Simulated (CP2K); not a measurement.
**Sr under changes of volume**

One of the cells (56.319 Å³/atom); the others are scaled copies at fixed shape and fractional positions:

```
Sr
1.0
     4.30253    0.00000    0.00000
     2.15127    3.72610    0.00000
     2.15127    1.24203    3.51300
Sr
1
Cartesian
  0.0000 0.0000 0.0000
```

| Quantity | Value |
| --- | --- |
| Program | CP2K 2026.2 |
| Functional | LDA |
| Potentials or basis | GTH_POTENTIALS Sr GTH-PADE-q10; TZVP-MOLOPT-PBE-GTH basis |
| Density cutoff | 8163 eV |
| k mesh | 8 × 8 × 8 |
| Occupations | fermi-dirac, width 0.02 eV |
| Spin | no spin polarisation |

| volume (Å³/atom) | energy over the lowest point (meV/atom) | pressure (GPa) |
| --- | --- | --- |
| 52.940 | 0.00 | -1.1 |
| 54.067 | ? | ? |
| 55.193 | 18.46 | -1.5 |
| 56.319 | 29.77 | -1.7 |
| 57.446 | 42.27 | -1.8 |
| 58.572 | 55.77 | -2.0 |
| 59.698 | 70.05 | -2.1 |

Task: What does the run at 54.067 Å³/atom give?

Result: Energy over the lowest point 8.49 meV/atom; pressure -1.3 GPa.

Worked out: A Birch-Murnaghan fit of order 3 (a polynomial in V^(-2/3)) to the other rows has no minimum within the range. It gives 8.45 meV/atom at 54.067 Å³/atom, against the run's 8.49, and -dE/dV = -1.3 GPa, against -1.3.

Energies are extrapolated to zero smearing.

Caveats: the basis of atomic orbitals isn't converged, which shifts pressures, moduli and gaps.
